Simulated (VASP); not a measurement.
Output of a VASP run:

### OSZICAR
```
       N       E                     dE             d eps       ncg     rms          rms(c)
DAV:   1     0.408148037445E+03    0.40815E+03   -0.18685E+04   526   0.185E+03
DAV:   2     0.901081343549E+01   -0.39914E+03   -0.38581E+03   581   0.503E+02
DAV:   3    -0.339557585957E+02   -0.42967E+02   -0.42500E+02   583   0.155E+02
DAV:   4    -0.360897818321E+02   -0.21340E+01   -0.21313E+01   716   0.328E+01
DAV:   5    -0.361279656309E+02   -0.38184E-01   -0.38176E-01   686   0.377E+00    0.137E+01
DAV:   6    -0.314636974614E+02    0.46643E+01   -0.25124E+01   691   0.609E+01    0.614E+00
DAV:   7    -0.314879440177E+02   -0.24247E-01   -0.15663E+00   571   0.768E+00    0.316E+00
DAV:   8    -0.314555979619E+02    0.32346E-01   -0.25667E-01   734   0.377E+00    0.665E-01
DAV:   9    -0.314472566873E+02    0.83413E-02   -0.66345E-02   742   0.247E+00    0.146E-01
DAV:  10    -0.314479806491E+02   -0.72396E-03   -0.54130E-03   724   0.815E-01    0.633E-02
DAV:  11    -0.314479781689E+02    0.24802E-05   -0.93366E-04   791   0.297E-01    0.242E-02
DAV:  12    -0.314479723743E+02    0.57946E-05   -0.55583E-05   589   0.553E-02    0.125E-02
DAV:  13    -0.314479700073E+02    0.23670E-05   -0.15443E-05   686   0.253E-02    0.199E-03
DAV:  14    -0.314479697535E+02    0.25378E-06   -0.50852E-07   310   0.725E-03
   1 F= -.31447970E+02 E0= -.31447946E+02  d E =-.479215E-04
```

File OUTCAR:
```
------------------------ aborting loop because EDIFF is reached ----------------------------------------
  FORCE on cell =-STRESS in cart. coord.  units (eV):
  Direction    XX          YY          ZZ          XY          YZ          ZX
  --------------------------------------------------------------------------------------
  Total        0.2598812      0.2598812      0.2598812      0.0000000      0.0000000      0.0000000
  in kB        5.8584639      5.8584639      5.8584639      0.0000000      0.0000000      0.0000000
  external PRESSURE =       5.8584639 kB  Pullay stress =       0.0000000 kB
  volume of cell :       71.07
      direct lattice vectors                 reciprocal lattice vectors
     4.142227000  0.000000000  0.000000000     0.241416031  0.000000000  0.000000000
     0.000000000  4.142227000  0.000000000     0.000000000  0.241416031  0.000000000
     0.000000000  0.000000000  4.142227000     0.000000000  0.000000000  0.241416031
 POSITION                                       TOTAL-FORCE (eV/Angst)
 -----------------------------------------------------------------------------------
      2.07111      2.07111      2.07111         0.000000      0.000000      0.000000
      0.00000      0.00000      0.00000         0.000000      0.000000      0.000000
      0.00000      2.07111      0.00000         0.000000      0.000000      0.000000
      2.07111      0.00000      0.00000         0.000000      0.000000      0.000000
      0.00000      0.00000      2.07111         0.000000      0.000000      0.000000
 -----------------------------------------------------------------------------------
    total drift:                               -0.000000      0.000000     -0.000000
  FREE ENERGIE OF THE ION-ELECTRON SYSTEM (eV)
  ---------------------------------------------------
  free  energy   TOTEN  =       -31.4479697535 eV

  energy  without entropy=      -31.4479218320  energy(sigma->0) =      -31.44794579
```
(Selected blocks of OUTCAR.)

**POSCAR**
```
BaSnO3
1
    4.1422270000     0.0000000000     0.0000000000
    0.0000000000     4.1422270000     0.0000000000
    0.0000000000     0.0000000000     4.1422270000
Ba Sn O
1 1 3
Direct
  0.5000000000   0.5000000000   0.5000000000
  0.0000000000   0.0000000000   0.0000000000
  0.0000000000   0.5000000000   0.0000000000
  0.5000000000   0.0000000000   0.0000000000
  0.0000000000   0.0000000000   0.5000000000
```

Problem. Write an INCAR and KPOINTS that could have produced this output.

Solution. Several could match; the one computed here: the input of the run itself, PBE GGA, plane waves, VASP's PBE PAW potentials (set 64).

**INCAR**
```
SYSTEM = BaSnO3
PREC = Accurate
ENCUT = 400
EDIFF = 1E-6
NELM = 100
ALGO = Normal
LREAL = .FALSE.
LASPH = .TRUE.
ISMEAR = -1
SIGMA = 0.05
GGA = PE
LMAXMIX = 4
LWAVE = .FALSE.
LCHARG = .FALSE.
ISIF = 2
```

File KPOINTS:
```
Regular mesh
0
gamma
 4 4 4
0 0 0
```

POTCAR, in this order: Ba_sv Sn_d O (PBE.64 set). Program: vasp_std.

At this cut-off the stress carries a Pulay error, which pulls relaxed volumes low.

The structure comes from a computed database's BaSnO3 entry; how it stands against other phases isn't given here. The cell was not relaxed at this level.
